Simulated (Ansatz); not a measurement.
The system is Eu.

```
Eu
1.0
     0.00000    2.78930    2.78930
     2.78930    0.00000    2.78930
     2.78930    2.78930    0.00000
Eu
1
Direct
  0.00000 0.00000 0.00000
```

This isn't the form of Eu at room conditions, which is bcc.

Alike in all runs: program Ansatz 0.2.0; functional PBE; potentials or basis Ansatz PAW; cutoff 420 eV (not typed: the program's choice for these potentials); k mesh 8 × 8 × 8; occupations fermi-dirac, width 0.05 eV.

Starts and where they ended:

```tsv
start	free energy over the lowest (meV/atom)	net moment (μB)	site or absolute moments (μB)	gap
collinear spin, random start of up to 4.73 μB	0.0	7.53	Eu +7.20	none (metal or under the smearing width)
collinear spin, ferromagnetic start of up to 7 μB	0.0	7.53	Eu +7.20	none (metal or under the smearing width)
no spin polarisation	7238.4	-	-	none (metal or under the smearing width)
```

Allowing spin polarisation gains 7238 meV/atom. A still lower state may exist.

Caveats: spin-orbit coupling is left out, which moves the levels of the heavy elements (some runs).
